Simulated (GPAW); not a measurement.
# SiC (P6_3mc) in GPAW: settings compared, part 2 of 2

GPAW 26.7.0. The steps go on from the part before.

### 5 Single point, PBE

The input, run.py:

```python
from ase.dft.bandgap import bandgap
from ase.io import write
from ase.spacegroup import crystal
from ase.units import GPa
from gpaw import GPAW, PW

# Si 2a
# Si 2b
# C 2a
# C 2b
atoms = crystal(['Si', 'Si', 'C', 'C'],
                basis=[[0.0, 0.0, 0.18789438],
                       [0.3333333333, 0.6666666667, 0.43784198],
                       [0.0, 0.0, 0.00046005],
                       [0.3333333333, 0.6666666667, 0.24980259]],
                spacegroup=186, setting=1,  # P6_3mc
                cellpar=[3.07569415, 3.07569415, 10.07064648, 90.0, 90.0, 120.0],
                primitive_cell=True)

calc = GPAW(mode=PW(250),
            xc='PBE',
            kpts={'size': (6, 6, 2), 'gamma': True},
            occupations={'name': 'fermi-dirac', 'width': 0.05},
            nbands=32,
            convergence={'density': 1e-05, 'energy': 1e-05},
            maxiter=75,
            txt='gpaw.txt')
atoms.calc = calc
energy = atoms.get_potential_energy()
forces = atoms.get_forces()
stress = atoms.get_stress()
calc.write('gs.gpw')
write('result.traj', atoms)
print(f'Energy: {energy:.6f} eV')
print('Forces (eV/A):')
print(forces.round(4))
print('Stress (GPa):', (stress / GPa).round(3))
print('Fermi level:', round(calc.get_fermi_level(), 4), 'eV')
print(f'Gap: {bandgap(calc)[0]:.4f} eV, direct: {bandgap(calc, direct=True)[0]:.4f} eV')
```

Potentials or basis: GPAW PAW data sets (gpaw-data 1.2.1), pw.

Started as:

```
$ OMP_NUM_THREADS=1 python run.py
```

It took 5.9 s on 1 thread of Intel Xeon 6975P-C (Granite Rapids), shared host; peak memory 0.15 GiB.

These settings aren't checked as converged: the numbers below hold their error.

Results:

| Item | Value |
| --- | --- |
| Free energy | -53.7082 eV |
| Pressure | -21.5 GPa |
| Largest force | 0.010 eV/Å |
| Band gap on the k mesh | 1.97 eV, indirect (least direct gap 3.12 eV) |

Caveat: the k mesh is coarse; the cutoff is short for stress and forces, so pressures can be off by a GPa or more.

### 6 Relaxation of cell and atoms, RPBE+D4, target pressure 2 GPa, at which the enthalpy is minimised

The input, run.py:

```python
from ase.calculators.mixing import SumCalculator
from ase.filters import FrechetCellFilter
from ase.io import read, write
from ase.optimize import BFGS
from ase.units import GPa
from dftd4.ase import DFTD4
from gpaw import GPAW, PW

atoms = read('SiC.cif')

calc = GPAW(mode=PW(800),
            xc='RPBE',
            kpts={'size': (6, 6, 2), 'gamma': True},
            occupations={'name': 'fermi-dirac', 'width': 0.05},
            nbands=32,
            convergence={'density': 1e-05, 'energy': 1e-05},
            maxiter=150,
            txt='gpaw.txt')
atoms.calc = SumCalculator([calc, DFTD4(method='rpbe')])
opt = BFGS(FrechetCellFilter(atoms, scalar_pressure=2 * GPa), trajectory='relax.traj', logfile='-')
done = opt.run(fmax=0.05, steps=40)
calc.write('gs.gpw')
write('result.traj', atoms)
print('Converged:', done)
print('Cell:', atoms.cell.cellpar().round(4))
print('Volume:', round(atoms.get_volume(), 4))
print(atoms.get_scaled_positions().round(5))
```

The input, SiC.cif:

```cif
data_SiC
_cell_length_a 3.07569415
_cell_length_b 3.07569415
_cell_length_c 10.07064648
_cell_angle_alpha 90.00000000
_cell_angle_beta 90.00000000
_cell_angle_gamma 120.00000000
_space_group_name_H-M_alt 'P1'
_space_group_name_Hall 'P 1'
_space_group_IT_number 1
loop_
_space_group_symop_operation_xyz
'x,y,z'
loop_
_atom_site_label
_atom_site_type_symbol
_atom_site_symmetry_multiplicity
_atom_site_Wyckoff_symbol
_atom_site_fract_x
_atom_site_fract_y
_atom_site_fract_z
_atom_site_occupancy
Si1 Si 1 a 0.0000000000 0.0000000000 0.1878943800 1
Si2 Si 1 a 0.0000000000 0.0000000000 0.6878943800 1
Si3 Si 1 a 0.3333333333 0.6666666667 0.4378419800 1
Si4 Si 1 a 0.6666666667 0.3333333333 0.9378419800 1
C1 C 1 a 0.0000000000 0.0000000000 0.0004600500 1
C2 C 1 a 0.0000000000 0.0000000000 0.5004600500 1
C3 C 1 a 0.3333333333 0.6666666667 0.2498025900 1
C4 C 1 a 0.6666666667 0.3333333333 0.7498025900 1
```

Potentials or basis: the program's PAW data sets (release 1.2.1) made for this functional, pw.

Started as:

```
$ OMP_NUM_THREADS=1 python run.py
```

Wall time 94 s (1 thread of Intel Xeon 6975P-C (Granite Rapids), shared host); peak memory 0.35 GiB.

Results (log left out):

| Quantity | Value |
| --- | --- |
| Free energy | -62.4083 eV |
| Relaxed volume | 10.15 Å³/atom |
| Relaxed cell | a = 3.059 Å, b = 3.059 Å, c = 10.015 Å, α = 90.00°, β = 90.00°, γ = 120.00° |
| Space group after relaxing (to 0.05 Å) | P6_3mc (No. 186) |
| Energy change on relaxing (the enthalpy is what falls) | +0.5 meV/atom |
| Ionic steps | 3 |
| Pressure after relaxing | 2.0 GPa |
| Largest force after relaxing | 0.025 eV/Å |
| Band gap on the k mesh | 2.23 eV, indirect (least direct gap 3.36 eV) |
| Dispersion energy per atom | -0.727 eV |

Forces on the atoms (eV/Å):
```
Si   0.001  0.000  0.014
Si  -0.001  0.000  0.015
Si   0.000  0.000  0.006
Si   0.000  0.000  0.007
C    0.000  0.000 -0.025
C    0.000  0.000 -0.025
C   -0.001  0.000  0.003
C    0.001  0.000  0.003
```

Step by step:
```csv
step,energy change (eV),largest force (eV/Å),pressure (GPa),volume (Å³)
1,0.0000,0.0083,-1.57,82.50
2,-0.0007,0.0042,-1.30,82.40
3,0.0037,0.0248,2.04,81.18
```

Final structure:
```
CELL_PARAMETERS angstrom
3.05941 0.00000 0.00000
-1.52971 2.64953 0.00000
0.00000 0.00000 10.01527
ATOMIC_POSITIONS crystal
Si 0.00000 0.00000 0.18786
Si 0.00000 0.00000 0.68786
Si 0.33334 0.66666 0.43781
Si 0.66666 0.33334 0.93781
C 0.00000 0.00000 0.00055
C 0.00000 0.00000 0.50055
C 0.33334 0.66666 0.24978
C 0.66666 0.33334 0.74978
```

Levels at points of the mesh, in eV from the valence-band top:
| k point | band 12 | band 13 | band 14 | band 15 | band 16 | band 17 | band 18 | band 19 | band 20 | band 21 |
| --- | --- | --- | --- | --- | --- | --- | --- | --- | --- | --- |
| (0.00, 0.00, 0.00) | -0.59 | -0.59 | -0.06 | 0.00 | 0.00 | 5.28 | 5.86 | 6.52 | 6.53 | 7.10 |
| (0.00, 0.00, 0.50) | -1.05 | -0.21 | -0.21 | -0.21 | -0.21 | 5.49 | 5.49 | 6.97 | 6.97 | 7.19 |
| (0.50, 0.00, 0.00) | -2.42 | -2.39 | -2.25 | -1.60 | -1.13 | 2.23 | 2.38 | 4.31 | 4.89 | 5.41 |
| (0.50, 0.00, 0.50) | -3.07 | -2.54 | -2.54 | -1.57 | -1.57 | 2.66 | 2.66 | 4.28 | 4.28 | 6.28 |
| (0.50, 0.50, 0.00) | -2.42 | -2.39 | -2.25 | -1.60 | -1.13 | 2.23 | 2.38 | 4.31 | 4.89 | 5.41 |
| (0.50, 0.50, 0.50) | -3.07 | -2.54 | -2.54 | -1.57 | -1.57 | 2.66 | 2.66 | 4.28 | 4.28 | 6.28 |

Caveat: the k mesh is coarse; later steps reuse the first step's grids.

### 7 Summary

| task | level | potentials or basis | cell | k mesh | eigensolver | maxiter | optimizer | fmax | max steps | other keys | gap on the mesh (eV) | pressure (GPa) | relaxed volume (Å³/atom) | largest force (eV/Å) |
| --- | --- | --- | --- | --- | --- | --- | --- | --- | --- | --- | --- | --- | --- | --- |
| relaxation of cell and atoms | revTPSS+D4 | GPAW PAW data sets (gpaw-data 1.2.1), pw | relaxed | 6 × 6 × 2 | davidson | 150 | LBFGS | 0.02 eV/Å | 100 | - | 2.10 | 0.0 | 10.20 | 0.01 |
| single point | PBE | GPAW PAW data sets (gpaw-data 1.2.1), pw | as given | 5 × 5 × 2 | - | 60 | - | - | - | several, not listed | 2.55 | 5.2 | - | 0.01 |
| relaxation of cell and atoms | revPBE+D3 | the program's PAW data sets (release 1.2.1) made for this functional, pw | relaxed | 6 × 6 × 2 | - | 150 | BFGS | 0.05 eV/Å | 100 | - | 2.23 | 0.1 | 10.48 | 0.05 |
| relaxation of cell and atoms | RPBE+D4 | the program's PAW data sets (release 1.2.1) made for this functional, pw | relaxed to 2 GPa | 6 × 6 × 2 | - | 150 | BFGS | 0.05 eV/Å | 40 | - | 2.23 | 2.0 | - | 0.02 |

Alike in all rows: no spin polarisation; cutoff (eV) 800; smearing fermi-dirac 0.05 eV; the mesh is coarse, so values aren't converged.

Caveats: some runs use coarse meshes; later steps reuse the first step's grids (some runs); the PAW data sets were made with another functional, which shifts forces and pressure a little (some runs); an odd mesh through Γ misses points on the zone boundary, where band edges often lie (some runs).

Total energies depend on the potentials used, so only differences within one code and one set of settings carry meaning.
